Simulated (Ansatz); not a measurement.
## Si (Fd-3m), random displacements

These are results of DFT PBE, scalar-relativistic, plane waves, PAW (Ansatz 0.2.0), not measurements. The runs took a 420 eV cutoff, a Γ-centred 6×6×6 mesh and Gaussian smearing (0.05 eV). No spin polarisation. Energies are free energies at this smearing, counted from the undisturbed cell; pressure is positive in compression.

Zero of the scan (as given, not relaxed at this level):

```
Si
1.0
     5.43094    0.00000    0.00000
     0.00000   -5.43094    0.00000
     0.00000    0.00000   -5.43094
Si
8
Direct
  0.50000 0.00000 0.00000
  0.00000 0.50000 0.00000
  0.00000 0.00000 0.50000
  0.50000 0.50000 0.50000
  0.75000 0.75000 0.75000
  0.25000 0.25000 0.75000
  0.25000 0.75000 0.25000
  0.75000 0.25000 0.25000
```

The atoms are displaced (Å, in the unstrained cell):

| atom | ux | uy | uz |
| --- | --- | --- | --- |
| Si1 | -0.014 | 0.197 | 0.089 |
| Si2 | -0.145 | -0.173 | -0.401 |
| Si3 | -0.026 | 0.212 | 0.008 |
| Si4 | 0.173 | -0.265 | 0.270 |
| Si5 | 0.035 | -0.063 | 0.249 |
| Si6 | 0.222 | 0.112 | -0.125 |
| Si7 | 0.085 | -0.042 | -0.062 |
| Si8 | -0.330 | 0.021 | -0.028 |

Strain (Voigt, engineering shear): (-0.0074, 0.0136, -0.0111, 0.0078, -0.0254, 0.0102).

(1) What are the energy change, the stress and the forces?

## Answers

(1) ΔE = 599.3 meV/atom; stress (xx, yy, zz, yz, xz, xy; compression positive) (10.97, 9.97, 8.53, -2.48, 3.04, -1.13) GPa.
```tsv
atom	Fx (eV/Å)	Fy	Fz
Si1	1.36	-0.65	-0.03
Si2	-0.20	1.55	2.78
Si3	3.37	-6.15	1.92
Si4	-0.88	2.25	-2.80
Si5	-1.60	3.29	-5.48
Si6	-2.74	-2.34	1.69
Si7	-1.97	-0.41	1.00
Si8	2.66	2.45	0.90
```

Cost: 1 run of about 0.54 core-minutes, on Arm Neoverse V2 (shared hosts).